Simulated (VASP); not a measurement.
Hf, 1 atom in the cell. The typed cell holds 1 atom: a = 3.114 Å, b = 3.164 Å, c = 3.161 Å, α = 111.33°, β = 108.06°, γ = 110.47°. This isn't the form of Hf at room conditions, which is hcp. The cell isn't the ideal one: cell strained at random at fixed volume.

```yaml
Program: VASP 6.6.1
Task: density of states
Functional: r2SCAN
Potentials_or_basis: VASP PAW PBE potentials, release 54 (Hf_pv)
Cutoff: 520 eV
k_mesh: 10 × 11 × 10
Occupations: tetrahedron
Spin: no spin polarisation
Hubbard_terms: Hf d U = 2 eV, J = 0.9 eV
LDAUTYPE: 1
Hund's_J: 0.9
Further_INCAR_settings: ALGO = Normal; EDIFF = 1.00e-06
```

Potentials or basis: VASP PAW PBE potentials, release 54 (Hf_pv).

Run with:

```console
$ python run.py
```

Hardware: 1 thread of Intel(R) Xeon(R) Platinum 8175M CPU @ 2.50GHz (Skylake/Cascade Lake), with other jobs on the host.

**Question.** Estimate the wall time of this run.

**Answer.** Wall time 7.1 min on 1 thread of Intel(R) Xeon(R) Platinum 8175M CPU @ 2.50GHz (Skylake/Cascade Lake), on a shared host, peak memory 0.26 GiB. Counts: scf iterations 19, k points 552.
